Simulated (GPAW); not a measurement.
# SnO in GPAW: the effect of functional

SnO:

```
Sn O
1.0
     3.81370    0.00000    0.00000
     0.00000    3.81370    0.00000
     0.00000    0.00000    4.88691
Sn O
2 2
Direct
  0.50000 0.00000 0.76463
  0.00000 0.50000 0.23537
  0.00000 0.00000 0.00000
  0.50000 0.50000 0.00000
```

The cell is a database's computed one.

Alike in all runs:

- Program: GPAW 26.7.0
- Task: dielectric tensor
- Cutoff: 550 eV
- Basis: pw
- k mesh: 6 × 6 × 5
- Occupations: fermi-dirac, width 0.001 eV
- Spin: no spin polarisation

| functional | potentials or basis | gap on the mesh (eV) | dielectric constant (mean) |
| --- | --- | --- | --- |
| LDA | the program's PAW data sets (release 1.2.1) made for this functional | ? | ? |
| AM05 | PAW data sets generated in the run's folder for this functional | 0.16 | 7.35 |
| PBEsol | PAW data sets generated in the run's folder for this functional | 0.13 | 7.51 |

Question: What does the run with functional LDA give?

Answer: gap on the mesh 0.23 eV; dielectric constant 7.38 mean.

Caveats: the gap is small at this level, which inflates the dielectric constant; the long-wavelength limit can be off by a per cent or two; spin-orbit coupling is left out, which moves the levels of the heavy elements; an odd mesh through Γ misses points on the zone boundary, where band edges often lie.

Runs at the PBE level aren't shown here.
